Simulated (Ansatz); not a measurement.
## CdF2 in Ansatz: the effect of functional

Crystal: CdF2.

```xyz
3
Lattice="0.0000 2.6390 2.6390 2.6390 0.0000 2.6390 2.6390 2.6390 0.0000" Properties=species:S:1:pos:R:3 pbc="T T T"
Cd    0.0000    0.0000    0.0000
F     3.9585    3.9585    3.9585
F     1.3195    1.3195    1.3195
```

The cell isn't the ideal one: volume scaled by 0.94.

Alike in all runs:

| Property | Result |
| --- | --- |
| Program | Ansatz 0.2.0 |
| Task | single point |
| Potentials or basis | Ansatz PAW |
| k mesh | 9 × 9 × 9 |
| Occupations | fermi-dirac, width 0.05 eV |
| Spin | no spin polarisation |

| functional | cutoff | gap on the mesh (eV) | pressure (GPa) |
| --- | --- | --- | --- |
| LDA | 420 eV (not typed: the program's choice for these potentials) | 3.06 | 1.4 |
| r2SCAN | 500 eV (not typed: the program's choice for these potentials) | ? | ? |
| PBE | 420 eV (not typed: the program's choice for these potentials) | 3.36 | 13.9 |

Task: What does the run with functional r2SCAN give?

Result: gap on the mesh 4.05 eV; pressure 8.1 GPa.

Caveats: odd divisions of the mesh miss points on the zone boundary, where band edges often lie, so the gap on the mesh can be too wide; the PAW data sets come from PBE, with cores solved anew for the run's functional, which leaves a small shift of forces and pressure (some runs).

A k mesh can miss the band edges.
